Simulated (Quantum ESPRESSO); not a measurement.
# InAs (F-43m) in Quantum ESPRESSO: further runs, part 2 of 3

Quantum ESPRESSO 7.5. Earlier steps stand in the parts before.

## (3) Phonons, PBEsol

Contents of pw.in:

```
&CONTROL
  calculation = 'scf'
  prefix = 'pwscf'
  outdir = './tmp'
  pseudo_dir = './pseudo'
  tprnfor = .true.
  tstress = .true.
  disk_io = 'low'
/
&SYSTEM
  ibrav = 0
  nat = 2
  ntyp = 2
  ecutwfc = 84
  nbnd = 21
  occupations = 'smearing'
  smearing = 'gaussian'
  degauss = 0.00999582
/
&ELECTRONS
  conv_thr = 4d-10
  electron_maxstep = 120
  mixing_beta = 0.5
/
ATOMIC_SPECIES
In   114.8180 In.upf
As    74.9216 As.upf
CELL_PARAMETERS angstrom
   0.0000000000    3.0180000000    3.0180000000
   3.0180000000    0.0000000000    3.0180000000
   3.0180000000    3.0180000000    0.0000000000
ATOMIC_POSITIONS crystal
In     0.0000000000    0.0000000000    0.0000000000
As     0.7500000000    0.7500000000    0.7500000000
K_POINTS automatic
8 8 8 0 0 0
```

Contents of scf2.in:

```
&CONTROL
  calculation = 'scf'
  prefix = 'pwscf'
  outdir = './tmp'
  pseudo_dir = './pseudo'
  tprnfor = .true.
  tstress = .true.
  disk_io = 'low'
/
&SYSTEM
  ibrav = 0
  nat = 2
  ntyp = 2
  ecutwfc = 84
  nbnd = 21
  occupations = 'smearing'
  smearing = 'gaussian'
  degauss = 0.00999582
/
&ELECTRONS
  conv_thr = 1d-13
  electron_maxstep = 120
  mixing_beta = 0.5
  startingpot = 'file'
  startingwfc = 'file'
/
ATOMIC_SPECIES
In   114.8180 In.upf
As    74.9216 As.upf
CELL_PARAMETERS angstrom
   0.0000000000    3.0180000000    3.0180000000
   3.0180000000    0.0000000000    3.0180000000
   3.0180000000    3.0180000000    0.0000000000
ATOMIC_POSITIONS crystal
In     0.0000000000    0.0000000000    0.0000000000
As     0.7500000000    0.7500000000    0.7500000000
K_POINTS automatic
8 8 8 0 0 0
```

Contents of ph.in:

```
phonons of InAs
&INPUTPH
  prefix = 'pwscf'
  outdir = './tmp'
  tr2_ph = 1d-16
  fildyn = 'dyn'
  niter_ph = 60
  alpha_mix(1) = 0.4
/
0.0000000000 0.0000000000 0.0000000000
```

Contents of dynmat.in:

```
&INPUT
  fildyn = 'dyn'
  asr = 'crystal'
  filout = 'dynmat.disp'
  fileig = 'dynmat.eig'
/
```

Potentials or basis: PseudoDojo 0.4.1 SR PBEsol standard.

The run is started by

```bash
OMP_NUM_THREADS=1 pw.x -in pw.in > pw.out
OMP_NUM_THREADS=1 pw.x -in scf2.in > scf2.out
OMP_NUM_THREADS=1 ph.x -in ph.in > ph.out
OMP_NUM_THREADS=1 dynmat.x -in dynmat.in > dynmat.out
```

pw.out:

```text
This program is part of the open-source Quantum ESPRESSO suite
     for quantum simulation of materials; please cite
[... 9 lines left out ...]
     --------------------
     sticks:   dense  smooth     PW     G-vecs:    dense   smooth      PW
     Sum        1507    1507    433                38709    38709    5985

     Using Slab Decomposition

     bravais-lattice index     =            0
     lattice parameter (alat)  =       8.0655  a.u.
     unit-cell volume          =     371.0089 (a.u.)^3
     number of atoms/cell      =            2
     number of atomic types    =            2
     number of electrons       =        28.00
     number of Kohn-Sham states=           21
     kinetic-energy cutoff     =      84.0000  Ry
     charge density cutoff     =     336.0000  Ry
     scf convergence threshold =      4.0E-10
     mixing beta               =       0.5000
     number of iterations used =            8  plain     mixing
     Exchange-correlation= PBESOL
                           (   1   4  10   8   0   0   0)

     celldm(1)=   8.065534  celldm(2)=   0.000000  celldm(3)=   0.000000
     celldm(4)=   0.000000  celldm(5)=   0.000000  celldm(6)=   0.000000

     crystal axes: (cart. coord. in units of alat)
               a(1) = (   0.000000   0.707107   0.707107 )
               a(2) = (   0.707107   0.000000   0.707107 )
               a(3) = (   0.707107   0.707107   0.000000 )

     reciprocal axes: (cart. coord. in units 2 pi/alat)
               b(1) = ( -0.707107  0.707107  0.707107 )
               b(2) = (  0.707107 -0.707107  0.707107 )
               b(3) = (  0.707107  0.707107 -0.707107 )

     PseudoPot. # 1 for In read from file:
     In.upf
     Pseudo is Norm-conserving + core correction, Zval = 13.0
     Generated using ONCVPSP code by D. R. Hamann
     Using radial grid of 1940 points,  6 beta functions with:
                l(1) =   0
                l(2) =   0
                l(3) =   1
                l(4) =   1
                l(5) =   2
                l(6) =   2

     PseudoPot. # 2 for As read from file:
     As.upf
     Pseudo is Norm-conserving + core correction, Zval = 15.0
     Generated using ONCVPSP code by D. R. Hamann
     Using radial grid of 1342 points,  6 beta functions with:
                l(1) =   0
                l(2) =   0
                l(3) =   1
                l(4) =   1
                l(5) =   2
                l(6) =   2

     atomic species   valence    mass     pseudopotential
     In               13.00   114.81800     In( 1.00)
     As               15.00    74.92160     As( 1.00)

     24 Sym. Ops. (no inversion) found

   Cartesian axes

     site n.     atom                  positions (alat units)
         1        In     tau(   1) = (   0.0000000   0.0000000   0.0000000  )
         2        As     tau(   2) = (   1.0606602   1.0606602   1.0606602  )

     number of k points=    29  Gaussian smearing, width (Ry)=  0.0100
                       cart. coord. in units 2pi/alat
        k(    1) = (   0.0000000   0.0000000   0.0000000), wk =   0.0039062
        k(    2) = (   0.0883883   0.0883883  -0.0883883), wk =   0.0312500
        k(    3) = (   0.1767767   0.1767767  -0.1767767), wk =   0.0312500
        k(    4) = (   0.2651650   0.2651650  -0.2651650), wk =   0.0312500
        k(    5) = (  -0.3535534  -0.3535534   0.3535534), wk =   0.0156250
        k(    6) = (   0.1767767   0.0000000   0.0000000), wk =   0.0234375
[... 21 lines left out ...]
        k(   28) = (  -0.7071068   0.1767767  -0.0000000), wk =   0.0468750
        k(   29) = (  -0.7071068   0.3535534   0.0000000), wk =   0.0234375

     Dense  grid:    38709 G-vectors     FFT dimensions: (  48,  48,  48)

     Initial potential from superposition of free atoms

     starting charge      27.9963, renormalised to      28.0000
     Starting wfcs are   18 randomized atomic wfcs +    3 random wfcs

     Self-consistent Calculation

     iteration #  1     ecut=    84.00 Ry     beta= 0.50
     Davidson diagonalization with overlap
     ethr =  1.00E-02,  avg # of iterations =  6.0

     Threshold (ethr) on eigenvalues was too large:
     Diagonalizing with lowered threshold

     Davidson diagonalization with overlap
     ethr =  2.34E-04,  avg # of iterations =  2.1

     total energy              =    -344.47760119 Ry
     estimated scf accuracy    <       0.06461568 Ry
[... 43 lines left out ...]
     iteration #  8     ecut=    84.00 Ry     beta= 0.50
     Davidson diagonalization with overlap
     ethr =  7.53E-12,  avg # of iterations =  3.5

     End of self-consistent calculation

          k = 0.0000 0.0000 0.0000 (  4909 PWs)   bands (ev):

   -27.0349 -27.0349 -27.0349 -27.0262 -27.0262  -6.3630  -6.3630  -6.3630
    -6.2343  -6.2343  -3.8939   7.7731   8.0350   8.0350   8.0350  11.9091
    11.9091  11.9091  15.3981  17.7637  17.7638

          k = 0.0884 0.0884-0.0884 (  4834 PWs)   bands (ev):
[... 19 lines left out ...]
   -27.0350 -27.0347 -27.0347 -27.0261 -27.0261  -6.4913  -6.3306  -6.3306
    -6.2262  -6.2262  -2.4003   2.1991   7.0334   7.0334   8.9226  12.6729
    12.6729  14.7816  16.9904  18.8384  18.8385

          k = 0.1768 0.0000 0.0000 (  4825 PWs)   bands (ev):

   -27.0350 -27.0349 -27.0349 -27.0262 -27.0261  -6.3970  -6.3512  -6.3512
    -6.2390  -6.2310  -3.6762   6.0398   7.4945   7.4945   9.7391  11.2005
    12.6821  12.6821  15.6141  16.6570  17.9406

          k = 0.2652 0.0884-0.0884 (  4822 PWs)   bands (ev):
[... 25 lines left out ...]
   -27.0349 -27.0348 -27.0348 -27.0261 -27.0261  -6.4577  -6.3364  -6.3328
    -6.2374  -6.2293  -2.9706   3.6848   6.2419   7.4076  10.0257  12.5768
    12.7578  13.3960  15.9687  17.0238  18.2359

          k = 0.0000-0.1768 0.1768 (  4806 PWs)   bands (ev):

   -27.0350 -27.0349 -27.0348 -27.0262 -27.0261  -6.4147  -6.3502  -6.3442
    -6.2378  -6.2315  -3.4712   5.1060   6.9089   7.7890   9.8168  11.9471
    12.3166  13.0630  15.9263  16.6527  17.3297

          k = 0.3536 0.0000 0.0000 (  4833 PWs)   bands (ev):

   -27.0352 -27.0347 -27.0347 -27.0263 -27.0260  -6.4678  -6.3219  -6.3219
    -6.2527  -6.2229  -3.0806   4.2968   6.5854   6.5854  10.2202  10.7738
    14.2856  14.2856  14.6806  18.4568  18.9844

          k = 0.4419 0.0884-0.0884 (  4805 PWs)   bands (ev):
[... 13 lines left out ...]
   -27.0349 -27.0347 -27.0346 -27.0261 -27.0260  -6.5097  -6.3176  -6.3071
    -6.2405  -6.2291  -2.0995   2.4231   4.8886   6.5170  10.3987  12.8154
    14.1395  14.6057  16.0872  17.2611  19.4119

          k = 0.0000-0.3536 0.3536 (  4836 PWs)   bands (ev):

   -27.0349 -27.0348 -27.0347 -27.0261 -27.0261  -6.4881  -6.3241  -6.3202
    -6.2366  -6.2322  -2.4894   3.0118   5.1545   6.9764  10.5905  12.9788
    13.3115  13.4915  16.0829  17.7388  19.6023

          k = 0.5303-0.0000 0.0000 (  4824 PWs)   bands (ev):

   -27.0353 -27.0345 -27.0345 -27.0263 -27.0258  -6.5284  -6.2918  -6.2918
    -6.2679  -6.2149  -2.2980   2.8186   5.9166   5.9166   9.6351  10.3599
    15.9710  16.0942  16.0942  19.2187  20.6346

          k =-0.0884-0.6187 0.6187 (  4834 PWs)   bands (ev):

   -27.0353 -27.0345 -27.0344 -27.0263 -27.0258  -6.5398  -6.2908  -6.2854
    -6.2665  -6.2150  -1.9581   2.3324   5.3326   5.8343   9.8095  10.7152
    15.6266  16.2709  17.3218  19.4994  20.0005

          k = 0.0000-0.5303 0.5303 (  4830 PWs)   bands (ev):

   -27.0351 -27.0346 -27.0345 -27.0262 -27.0259  -6.5302  -6.3031  -6.2908
    -6.2555  -6.2219  -1.8681   2.2735   4.7022   6.0577  10.0606  12.2704
    15.2946  15.4463  15.7558  18.0309  20.8532

          k =-0.7071 0.0000 0.0000 (  4800 PWs)   bands (ev):

   -27.0354 -27.0344 -27.0344 -27.0263 -27.0257  -6.5513  -6.2790  -6.2790
    -6.2746  -6.2115  -1.8523   2.1359   5.6781   5.6781   9.4733  10.0217
    17.1637  17.2952  17.2952  19.7233  20.2490

          k = 0.3536 0.1768 0.0000 (  4824 PWs)   bands (ev):

   -27.0351 -27.0347 -27.0347 -27.0262 -27.0260  -6.4698  -6.3282  -6.3234
    -6.2467  -6.2248  -2.9153   3.8046   5.9976   6.9191  10.8315  11.2431
    13.1148  14.0297  15.7531  18.1687  18.7805

          k =-0.2652-0.4419 0.6187 (  4828 PWs)   bands (ev):
[... 19 lines left out ...]
   -27.0350 -27.0347 -27.0345 -27.0262 -27.0259  -6.5250  -6.3100  -6.2914
    -6.2519  -6.2237  -1.9141   2.3426   4.8772   5.7381  10.9172  12.2798
    13.5472  15.2968  16.6153  19.0715  19.9488

          k = 0.0000-0.3536 0.5303 (  4833 PWs)   bands (ev):

   -27.0349 -27.0348 -27.0345 -27.0262 -27.0259  -6.5156  -6.3168  -6.2973
    -6.2455  -6.2281  -2.0140   2.4624   4.7574   6.0408  11.1884  12.6769
    13.0802  15.3681  15.9327  17.7994  20.6459

          k =-0.7071 0.1768-0.0000 (  4828 PWs)   bands (ev):

   -27.0352 -27.0345 -27.0344 -27.0263 -27.0258  -6.5402  -6.2945  -6.2848
    -6.2622  -6.2173  -1.8257   2.2047   5.3325   5.3643  10.4208  10.8929
    15.3464  15.6642  17.7071  19.7336  20.0000

          k =-0.7071 0.3536 0.0000 (  4788 PWs)   bands (ev):

   -27.0349 -27.0349 -27.0344 -27.0262 -27.0259  -6.5276  -6.3115  -6.2869
    -6.2504  -6.2262  -1.7987   2.2818   5.0287   5.1090  12.2466  12.2556
    12.9851  14.0284  17.8295  19.7716  19.7882

     the Fermi energy is     8.0852 ev

!    total energy              =    -344.48948891 Ry
     estimated scf accuracy    <          2.9E-10 Ry
     smearing contrib. (-TS)   =      -0.00003674 Ry
     internal energy E=F+TS    =    -344.48945217 Ry

     The total energy is F=E-TS. E is the sum of the following terms:
     one-electron contribution =    -176.39181310 Ry
     hartree contribution      =     104.40720605 Ry
     xc contribution           =     -86.71501471 Ry
     ewald contribution        =    -185.78983041 Ry

     convergence has been achieved in   8 iterations

     Forces acting on atoms (cartesian axes, Ry/au):

     atom    1 type  1   force =    -0.00000000   -0.00000000   -0.00000000
     atom    2 type  2   force =     0.00000000    0.00000000    0.00000000

     Total force =     0.000000     Total SCF correction =     0.000000

     Computing stress (Cartesian axis) and pressure

          total   stress  (Ry/bohr**3)                   (kbar)     P=       16.08
   0.00010931   0.00000000   0.00000000           16.08        0.00        0.00
   0.00000000   0.00010931   0.00000000            0.00       16.08        0.00
   0.00000000   0.00000000   0.00010931            0.00        0.00       16.08

=------------------------------------------------------------------------------=
   JOB DONE.
=------------------------------------------------------------------------------=
```

Run time: 17 min. Hardware: 1 thread of Arm Neoverse V1, shared host; peak memory 0.12 GiB.

Results:

```yaml
Free_energy: -4687.0183 eV
Pressure_after_relaxing: 1.6 GPa
Band_gap_on_the_k_mesh: none (metal or under the smearing width)
Highest_phonon_frequency_at_Γ: 215 cm⁻¹
```

Levels at points of the mesh, in eV from the Fermi level:
| k point | band 12 | band 13 | band 14 | band 15 | band 16 | band 17 |
| --- | --- | --- | --- | --- | --- | --- |
| (0.00, 0.00, 0.00) | -0.31 | -0.05 | -0.05 | -0.05 | 3.82 | 3.82 |
| (0.00, 0.00, -0.50) | -5.89 | -1.05 | -1.05 | 0.84 | 4.59 | 4.59 |
| (0.00, -0.50, -0.50) | -5.95 | -2.41 | -2.41 | 1.39 | 1.94 | 9.08 |

Phonon frequencies in cm⁻¹ (negative: imaginary):
| q point | frequencies |
| --- | --- |
| (0.000, 0.000, 0.000) | -14 -14 -14 215 215 215 |

Optical modes at Γ, degenerate ones joined:
| cm⁻¹ | components | symmetry | active in |
| --- | --- | --- | --- |
| 215 | 3 | T2 | IR and Raman |

Caveat: this crystal is a semiconductor, whose small gap the functional closes, so the metal is an error of the method.

(Continued in part 3 of 3.)
